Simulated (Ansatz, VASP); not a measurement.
# Two plane-wave programs on Pt

File INCAR:

```
SYSTEM = Pt
ALGO = Fast
EDIFF = 1E-6
ENCUT = 520
ISIF = 2
ISMEAR = 0
LASPH = .TRUE.
LCHARG = .FALSE.
LREAL = .FALSE.
LWAVE = .FALSE.
NBANDS = 11
NELM = 60
PREC = Accurate
SIGMA = 0.1
```

Contents of KPOINTS:

```
k-points
0
G
  8 8 8
  0 0 0
```

Contents of POSCAR:

```
Pt
1.0
    0.0000000000      1.9715751800      1.9715751800
    1.9715751800      0.0000000000      1.9715751800
    1.9715751800      1.9715751800      0.0000000000
Pt
1
Direct
    0.0000000000      0.0000000000      0.0000000000
```

Input for Ansatz:

```yaml
crystal:
  lattice:
    - [0.0, 1.97157518, 1.97157518]
    - [1.97157518, 0.0, 1.97157518]
    - [1.97157518, 1.97157518, 0.0]
  atoms:
    - { symbol: Pt, position: [0.0, 0.0, 0.0] }
basis:
  ecutwfc: 600.0
kpoints:
  mp_grid: { grid: [8, 8, 8] }
hamiltonian:
  xc: lda
  pseudopotentials: { kind: paw, azcp: { folder: soft_1 } }
scf:
  occupations: { method: gaussian, width: 0.1 }
output:
  forces: true
  stress: true
  eigenvalues: true
```

Alike in both runs: task single point; functional LDA; k mesh 8 × 8 × 8; occupations gaussian, width 0.1 eV; no spin polarisation.

|  | VASP | Ansatz |
| --- | --- | --- |
| version | VASP 6.6.1 | Ansatz 0.2.0 |
| potentials or method | VASP PAW LDA potentials, release 64 (Pt) | scalar-relativistic, plane waves, PAW |
| plane-wave cutoff (eV) | 520 | 600 |
| valence electrons in the cell | 10 | 18 |

|  | VASP | Ansatz | Ansatz less VASP |
| --- | --- | --- | --- |
| gap on the k mesh at the Fermi level (eV) | none | none | - |
| pressure (GPa) | -10.5 | -11.1 | -0.66 |

A gap of «none» marks a metal or a gap that the smearing closes. The two sets of potentials don't hold the same shells in valence. Ansatz warned: «pseudo_functional_mismatch».

Spin-orbit coupling is left out, which matters for the levels of Pt.
